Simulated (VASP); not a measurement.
Crystal: Mo.

```
Mo
1.0
    -1.58381    1.58381    1.58381
     1.58381   -1.58381    1.58381
     1.58381    1.58381   -1.58381
Mo
1
Direct
  0.00000 0.00000 0.00000
```

* Program: VASP 6.6.1
* Task: relaxation of cell and atoms
* Functional: r2SCAN
* Dispersion: rVV10
* Potentials or basis: VASP PAW PBE potentials, release 64 (Mo_sv)
* Cutoff: 600 eV
* k mesh: 12 × 12 × 12
* Occupations: methfessel-paxton, width 0.1 eV
* Spin: no spin polarisation

At the start: pressure -5.0 GPa; volume 15.89 Å³/atom.

Where does the relaxation end?

Over 3 steps the energy falls by 4.7 meV/atom and the volume is 15.60 Å³/atom (-1.8 %); space group Im-3m (No. 229, to 0.05 Å).

Step by step:
```
step  energy change (eV)  largest force (eV/Å)  pressure (GPa)  volume (Å³)
   1              0.0000                0.0000           -5.01        15.89
   2              0.0368                0.0000           16.94        14.78
   3             -0.0047                0.0000           -0.10        15.60
```

Final structure:
```xyz
1
Lattice="-1.5742 1.5742 1.5742 1.5742 -1.5742 1.5742 1.5742 1.5742 -1.5742" Properties=species:S:1:pos:R:3 pbc="T T T"
Mo    0.0000    0.0000    0.0000
```

Caveat: the PAW data sets were made with another functional, which shifts forces and pressure a little.
